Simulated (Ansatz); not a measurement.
# Zr: 30 steps of 1.5 fs from 1200 K

Theory: DFT, PBE, all-electron LAPW, scalar-relativistic (Ansatz 0.2.0).

Command: `ansatz run input.yaml --threads 2 --pin off --max-ram 4096MiB --backend cpu --events-out ev --progress --plain --runs-dir out` The run took 23 min on 2 threads of Intel(R) Xeon(R) Platinum 8259CL CPU @ 2.50GHz (Skylake/Cascade Lake) (shared host), peak memory 0.76 GiB.

```yaml
crystal:
  lattice:
    - [-3.5816945418, 3.5816945418, 3.5816945418]
    - [3.5816945418, -3.5816945418, 3.5816945418]
    - [1.7908472709, 1.7908472709, -1.7908472709]
  atoms:
    - { symbol: Zr, position: [0.0, 0.0, 0.0] }
    - { symbol: Zr, position: [0.0, 0.5, 0.0] }
    - { symbol: Zr, position: [0.5, 0.0, 0.0] }
    - { symbol: Zr, position: [0.5, 0.5, 0.0] }
kpoints:
  mp_grid: { grid: [4, 4, 7] }
scf:
  occupations: { method: fermi_dirac, width: 0.08 }
hamiltonian:
  xc: pbe
  pseudopotentials: { kind: all_electron, lapw: { basis_error: 0.001 } }
output:
  forces: true
  stress: true
md:
  timestep: 1.5
  n_steps: 30
  ensemble: nve
  temperature: 1200
  initial_velocities: maxwell_boltzmann
  seed: 104339
```

The cell is the one relaxed in the Materials Project (mp-41); entries there can be hypothetical.

Each frame lists Cartesian positions (Å) and forces (eV/Å). Free energies count from the first step, -391708.1602 eV.

Step 0 (t = 0.0 fs): E = 0.0 meV, T = 1200 K, conserved energy 0.0 meV

```
Zr    0.0000    0.0000    0.0000     0.000   0.000   0.000
Zr    1.7908   -1.7908    1.7908     0.000   0.000   0.000
Zr   -1.7908    1.7908    1.7908     0.000   0.000   0.000
Zr    0.0000    0.0000    3.5817     0.000   0.000   0.000
```

Step 1 (t = 1.5 fs): E = +0.2 meV, T = 1199 K, conserved energy 0.0 meV

```
Zr   -0.0041   -0.0082   -0.0046     0.011   0.010   0.025
Zr    1.7908   -1.7935    1.7924     0.002   0.009   0.016
Zr   -1.7879    1.7989    1.7893     0.012  -0.007  -0.018
Zr    0.0012    0.0028    3.5863    -0.025  -0.012  -0.024
```

Step 2 (t = 3.0 fs): E = +0.8 meV, T = 1198 K, conserved energy 0.0 meV

```
Zr   -0.0082   -0.0164   -0.0093     0.021   0.021   0.051
Zr    1.7908   -1.7961    1.7940     0.005   0.019   0.033
Zr   -1.7850    1.8069    1.7877     0.025  -0.015  -0.035
Zr    0.0024    0.0057    3.5910    -0.051  -0.025  -0.048
```

Step 3 (t = 4.5 fs): E = +1.9 meV, T = 1195 K, conserved energy 0.0 meV

```
Zr   -0.0123   -0.0247   -0.0139     0.032   0.032   0.076
Zr    1.7908   -1.7987    1.7956     0.007   0.027   0.049
Zr   -1.7821    1.8149    1.7861     0.037  -0.022  -0.053
Zr    0.0036    0.0085    3.5956    -0.077  -0.037  -0.072
```

Step 4 (t = 6.0 fs): E = +3.3 meV, T = 1191 K, conserved energy 0.0 meV

```
Zr   -0.0164   -0.0329   -0.0185     0.043   0.043   0.102
Zr    1.7908   -1.8013    1.7972     0.009   0.036   0.064
Zr   -1.7792    1.8229    1.7845     0.050  -0.031  -0.070
Zr    0.0047    0.0113    3.6002    -0.102  -0.049  -0.096
```

Step 5 (t = 7.5 fs): E = +5.2 meV, T = 1187 K, conserved energy 0.0 meV

```
Zr   -0.0204   -0.0411   -0.0231     0.054   0.055   0.128
Zr    1.7908   -1.8039    1.7988     0.011   0.044   0.078
Zr   -1.7762    1.8309    1.7829     0.063  -0.039  -0.086
Zr    0.0059    0.0141    3.6048    -0.128  -0.061  -0.120
```

Step 6 (t = 9.0 fs): E = +7.5 meV, T = 1181 K, conserved energy 0.0 meV

```
Zr   -0.0245   -0.0492   -0.0276     0.066   0.068   0.154
Zr    1.7908   -1.8065    1.8004     0.013   0.052   0.092
Zr   -1.7733    1.8389    1.7812     0.075  -0.048  -0.102
Zr    0.0070    0.0169    3.6094    -0.154  -0.072  -0.144
```

Step 7 (t = 10.5 fs): E = +10.4 meV, T = 1174 K, conserved energy 0.0 meV

```
Zr   -0.0285   -0.0574   -0.0321     0.078   0.081   0.181
Zr    1.7908   -1.8091    1.8020     0.014   0.059   0.104
Zr   -1.7703    1.8469    1.7796     0.088  -0.058  -0.117
Zr    0.0080    0.0196    3.6139    -0.180  -0.083  -0.168
```

Step 8 (t = 12.0 fs): E = +13.5 meV, T = 1165 K, conserved energy 0.0 meV

```
Zr   -0.0325   -0.0656   -0.0366     0.090   0.096   0.209
Zr    1.7908   -1.8117    1.8037     0.015   0.066   0.115
Zr   -1.7673    1.8548    1.7779     0.101  -0.068  -0.131
Zr    0.0091    0.0224    3.6184    -0.206  -0.093  -0.193
```

Step 9 (t = 13.5 fs): E = +17.1 meV, T = 1156 K, conserved energy 0.0 meV

```
Zr   -0.0365   -0.0737   -0.0410     0.103   0.111   0.238
Zr    1.7908   -1.8142    1.8054     0.016   0.072   0.126
Zr   -1.7643    1.8628    1.7761     0.114  -0.079  -0.146
Zr    0.0101    0.0251    3.6228    -0.233  -0.104  -0.218
```

Step 10 (t = 15.0 fs): E = +21.2 meV, T = 1146 K, conserved energy 0.0 meV

```
Zr   -0.0405   -0.0818   -0.0453     0.116   0.127   0.267
Zr    1.7908   -1.8168    1.8071     0.015   0.078   0.135
Zr   -1.7613    1.8707    1.7744     0.127  -0.091  -0.160
Zr    0.0110    0.0278    3.6272    -0.259  -0.114  -0.243
```

Step 11 (t = 16.5 fs): E = +25.6 meV, T = 1134 K, conserved energy 0.0 meV

```
Zr   -0.0445   -0.0899   -0.0496     0.130   0.145   0.299
Zr    1.7908   -1.8193    1.8089     0.015   0.084   0.144
Zr   -1.7582    1.8786    1.7726     0.141  -0.105  -0.174
Zr    0.0118    0.0305    3.6315    -0.285  -0.124  -0.269
```

Step 12 (t = 18.0 fs): E = +30.6 meV, T = 1121 K, conserved energy 0.0 meV

```
Zr   -0.0484   -0.0979   -0.0539     0.145   0.166   0.332
Zr    1.7908   -1.8218    1.8107     0.014   0.090   0.153
Zr   -1.7551    1.8865    1.7708     0.154  -0.121  -0.188
Zr    0.0126    0.0331    3.6358    -0.312  -0.135  -0.297
```

Step 13 (t = 19.5 fs): E = +36.0 meV, T = 1107 K, conserved energy 0.0 meV

```
Zr   -0.0523   -0.1059   -0.0580     0.160   0.189   0.367
Zr    1.7908   -1.8242    1.8125     0.012   0.097   0.162
Zr   -1.7519    1.8944    1.7689     0.166  -0.139  -0.203
Zr    0.0134    0.0358    3.6400    -0.338  -0.146  -0.326
```

Step 14 (t = 21.0 fs): E = +42.2 meV, T = 1092 K, conserved energy 0.0 meV

```
Zr   -0.0561   -0.1138   -0.0621     0.177   0.214   0.404
Zr    1.7909   -1.8267    1.8144     0.009   0.104   0.170
Zr   -1.7487    1.9022    1.7669     0.179  -0.160  -0.218
Zr    0.0140    0.0383    3.6441    -0.365  -0.159  -0.357
```

Step 15 (t = 22.5 fs): E = +48.8 meV, T = 1075 K, conserved energy 0.0 meV

```
Zr   -0.0599   -0.1217   -0.0660     0.195   0.243   0.443
Zr    1.7909   -1.8291    1.8163     0.006   0.113   0.180
Zr   -1.7455    1.9100    1.7650     0.191  -0.184  -0.234
Zr    0.0145    0.0409    3.6481    -0.392  -0.172  -0.389
```

Step 16 (t = 24.0 fs): E = +55.9 meV, T = 1057 K, conserved energy 0.0 meV

```
Zr   -0.0637   -0.1296   -0.0699     0.214   0.275   0.484
Zr    1.7909   -1.8315    1.8183     0.002   0.122   0.190
Zr   -1.7422    1.9177    1.7629     0.203  -0.211  -0.250
Zr    0.0150    0.0434    3.6521    -0.419  -0.186  -0.424
```

Step 17 (t = 25.5 fs): E = +63.6 meV, T = 1037 K, conserved energy 0.0 meV

```
Zr   -0.0674   -0.1374   -0.0736     0.233   0.310   0.526
Zr    1.7909   -1.8339    1.8203    -0.002   0.132   0.200
Zr   -1.7389    1.9254    1.7608     0.215  -0.240  -0.266
Zr    0.0154    0.0458    3.6559    -0.447  -0.201  -0.459
```

Step 18 (t = 27.0 fs): E = +71.9 meV, T = 1015 K, conserved energy 0.0 meV

```
Zr   -0.0710   -0.1451   -0.0772     0.254   0.346   0.568
Zr    1.7910   -1.8362    1.8223    -0.006   0.143   0.210
Zr   -1.7355    1.9330    1.7587     0.226  -0.272  -0.283
Zr    0.0156    0.0482    3.6597    -0.474  -0.217  -0.495
```

Step 19 (t = 28.5 fs): E = +80.8 meV, T = 992 K, conserved energy 0.0 meV

```
Zr   -0.0746   -0.1527   -0.0807     0.275   0.385   0.611
Zr    1.7910   -1.8385    1.8244    -0.011   0.154   0.220
Zr   -1.7321    1.9406    1.7564     0.237  -0.306  -0.299
Zr    0.0158    0.0506    3.6633    -0.502  -0.233  -0.533
```

Step 20 (t = 30.0 fs): E = +90.2 meV, T = 968 K, conserved energy 0.0 meV

```
Zr   -0.0782   -0.1602   -0.0840     0.297   0.426   0.654
Zr    1.7910   -1.8408    1.8265    -0.016   0.166   0.231
Zr   -1.7286    1.9481    1.7541     0.248  -0.342  -0.315
Zr    0.0158    0.0529    3.6667    -0.529  -0.250  -0.570
```

Step 21 (t = 31.5 fs): E = +100.1 meV, T = 943 K, conserved energy 0.0 meV

```
Zr   -0.0816   -0.1676   -0.0872     0.319   0.469   0.697
Zr    1.7910   -1.8430    1.8288    -0.021   0.178   0.241
Zr   -1.7251    1.9555    1.7518     0.258  -0.380  -0.331
Zr    0.0157    0.0551    3.6701    -0.556  -0.268  -0.608
```

Step 22 (t = 33.0 fs): E = +110.6 meV, T = 916 K, conserved energy 0.0 meV

```
Zr   -0.0850   -0.1749   -0.0902     0.342   0.512   0.739
Zr    1.7910   -1.8452    1.8310    -0.027   0.191   0.251
Zr   -1.7215    1.9628    1.7493     0.268  -0.418  -0.346
Zr    0.0154    0.0573    3.6733    -0.583  -0.285  -0.645
```

Step 23 (t = 34.5 fs): E = +121.3 meV, T = 888 K, conserved energy 0.0 meV

```
Zr   -0.0883   -0.1821   -0.0931     0.364   0.557   0.781
Zr    1.7910   -1.8473    1.8333    -0.032   0.203   0.261
Zr   -1.7178    1.9701    1.7468     0.277  -0.457  -0.360
Zr    0.0151    0.0594    3.6764    -0.609  -0.302  -0.682
```

Step 24 (t = 36.0 fs): E = +132.2 meV, T = 860 K, conserved energy 0.0 meV

```
Zr   -0.0915   -0.1892   -0.0957     0.386   0.602   0.821
Zr    1.7910   -1.8494    1.8357    -0.037   0.215   0.270
Zr   -1.7141    1.9772    1.7442     0.285  -0.497  -0.373
Zr    0.0145    0.0615    3.6792    -0.635  -0.320  -0.718
```

Step 25 (t = 37.5 fs): E = +143.3 meV, T = 832 K, conserved energy 0.0 meV

```
Zr   -0.0946   -0.1961   -0.0982     0.408   0.648   0.860
Zr    1.7910   -1.8515    1.8382    -0.042   0.227   0.279
Zr   -1.7103    1.9842    1.7414     0.293  -0.537  -0.386
Zr    0.0139    0.0634    3.6820    -0.659  -0.338  -0.752
```

Step 26 (t = 39.0 fs): E = +154.5 meV, T = 803 K, conserved energy 0.0 meV

```
Zr   -0.0976   -0.2029   -0.1004     0.430   0.694   0.897
Zr    1.7910   -1.8535    1.8407    -0.047   0.239   0.287
Zr   -1.7064    1.9910    1.7386     0.300  -0.578  -0.398
Zr    0.0130    0.0653    3.6845    -0.683  -0.355  -0.786
```

Step 27 (t = 40.5 fs): E = +165.6 meV, T = 774 K, conserved energy 0.0 meV

```
Zr   -0.1005   -0.2095   -0.1025     0.451   0.739   0.932
Zr    1.7910   -1.8554    1.8433    -0.052   0.250   0.294
Zr   -1.7025    1.9978    1.7357     0.306  -0.618  -0.408
Zr    0.0120    0.0671    3.6869    -0.705  -0.372  -0.818
```

Step 28 (t = 42.0 fs): E = +176.5 meV, T = 746 K, conserved energy 0.0 meV

```
Zr   -0.1034   -0.2159   -0.1043     0.471   0.784   0.965
Zr    1.7909   -1.8573    1.8459    -0.056   0.261   0.301
Zr   -1.6985    2.0044    1.7328     0.311  -0.657  -0.418
Zr    0.0109    0.0688    3.6890    -0.726  -0.388  -0.848
```

Step 29 (t = 43.5 fs): E = +187.2 meV, T = 719 K, conserved energy 0.0 meV

```
Zr   -0.1061   -0.2221   -0.1059     0.491   0.828   0.995
Zr    1.7909   -1.8591    1.8486    -0.061   0.271   0.308
Zr   -1.6944    2.0108    1.7297     0.315  -0.696  -0.426
Zr    0.0095    0.0704    3.6910    -0.745  -0.404  -0.877
```

Step 30 (t = 45.0 fs): E = +197.4 meV, T = 692 K, conserved energy 0.0 meV

```
Zr   -0.1086   -0.2282   -0.1072     0.509   0.872   1.023
Zr    1.7908   -1.8608    1.8514    -0.064   0.280   0.313
Zr   -1.6902    2.0170    1.7265     0.318  -0.733  -0.433
Zr    0.0080    0.0719    3.6927    -0.763  -0.419  -0.903
```

(1) What is the mean temperature over the last 16 frames?

Answers

(1) 895 K; so short a run of so small a cell isn't equilibrated.
